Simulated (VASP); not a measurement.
Wanted: the native input for a VASP 6.6.1 run.

```yaml
Task: relaxation of cell and atoms
Functional: PBEsol
Potentials_or_basis: VASP PAW PBE potentials, release 64 (Sn_d, O)
Cutoff: 600 eV
k_mesh: 9 × 6 × 5
Occupations: fermi-dirac, width 0.05 eV
Spin: no spin polarisation
Further_INCAR_settings: ALGO = Normal; EDIFF = 1e-06; IBRION = 2; EDIFFG = -0.01; NSW = 60; ISIF = 3
```

The structure of SnO2 lies in POSCAR:

```
SnO2
1.0
    3.0232700000      0.0000000000      0.0000000000
    0.0000000000      4.9646800000      0.0000000000
    0.0000000000      0.0000000000      5.9769600000
Sn O
1 2
Direct
    0.5000000000      0.5000000000      0.0000000000
    0.0000000000      0.5000000000      0.7757200000
    0.0000000000      0.5000000000      0.2242800000
```

The cell was built by a generator and needn't be a form met in nature.

These files were run (other wordings do the same):

INCAR

```
SYSTEM = SnO2
PREC     = Accurate       ! precision mode
ENCUT    = 600            ! plane-wave cutoff, eV
EDIFF    = 1E-6           ! SCF threshold, eV
ISMEAR   = -1             ! smearing method
SIGMA    = 0.05           ! smearing width, eV
LREAL    = .False.        ! projectors in reciprocal space
LASPH    = .True.         ! aspherical terms in the spheres
NELM     = 80             ! most SCF steps
ALGO     = Normal         ! electronic algorithm
ISIF     = 3              ! what is computed and relaxed
LWAVE    = .False.        ! write WAVECAR
LCHARG   = .False.        ! write CHGCAR
GGA      = PS             ! functional
IBRION   = 2              ! ionic algorithm
NSW      = 60             ! ionic steps
EDIFFG   = -0.01          ! ionic threshold
```

KPOINTS

```
Automatic mesh
0
Gamma
  9 6 5
  0 0 0
```

Potentials or basis: VASP PAW PBE potentials, release 64 (Sn_d, O).

Run with:

```console
$ cat potpaw_PBE.64/Sn_d/POTCAR potpaw_PBE.64/O/POTCAR > POTCAR
$ mpirun -np 1 vasp_std > vasp.out
```

It gave:

The relaxed volume is 35.57 Å³/atom, the relaxed cell is a = 3.002 Å, b = 5.667 Å, c = 6.274 Å, α = 90.00°, β = 90.00°, γ = 90.00° and the space group after relaxing (to 0.05 Å) is Pmmm (No. 47). The energy gained by relaxing is 9.1 meV/atom, the ionic steps are 35 and the pressure after relaxing is 0.0 GPa. The largest force after relaxing is 0.009 eV/Å and the band gap on the k mesh is 1.67 eV, indirect (least direct gap 2.13 eV).

Caveat: the volume moved by over 15 % at a fixed basis, so the end points are rough; the PAW data sets were made with another functional, which shifts forces and pressure a little; spin-orbit coupling is left out, which moves the levels of the heavy elements; an odd mesh through Γ misses points on the zone boundary, where band edges often lie.

It took 11 min on 1 thread of Intel(R) Xeon(R) 6975P-C (Granite Rapids), with other jobs on the host, peak memory 0.28 GiB.
